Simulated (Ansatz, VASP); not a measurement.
One calculation of Hf, two programs

```
CELL_PARAMETERS angstrom
3.16027 0.00000 0.00000
-1.58013 2.73687 0.00000
0.00000 0.00000 4.99622
ATOMIC_POSITIONS crystal
Hf 0.33333 0.66667 0.25000
Hf 0.66667 0.33333 0.75000
```

Alike in both runs: functional PBEsol; k mesh 15 × 15 × 8; occupations gaussian, width 0.1 eV; no spin polarisation.

Ansatz relaxed the structure, and its values are those at the end. VASP's run is a single point on that final structure, the one shown.

|  | VASP | Ansatz |
| --- | --- | --- |
| version | VASP 6.6.1 | Ansatz 0.2.0 |
| potentials or method | VASP PAW PBE potentials, release 64 (Hf_pv) | scalar-relativistic, plane waves, PAW |
| plane-wave cutoff (eV) | 520 | 420 |
| valence electrons in the cell | 20 | 52 |

|  | VASP | Ansatz | Ansatz less VASP |
| --- | --- | --- | --- |
| gap on the k mesh at the Fermi level (eV) | none | none | - |
| pressure (GPa) | -0.4 | 0.0 | +0.38 |

A gap of «none» marks a metal or a gap that the smearing closes. With one functional, cell and mesh, what is left measures potentials, basis and numerics. The two sets of potentials don't hold the same shells in valence.

Caveats: the PAW data sets were made with another functional, which shifts forces and pressure a little (VASP). Spin-orbit coupling is left out, which matters for the levels of Hf.
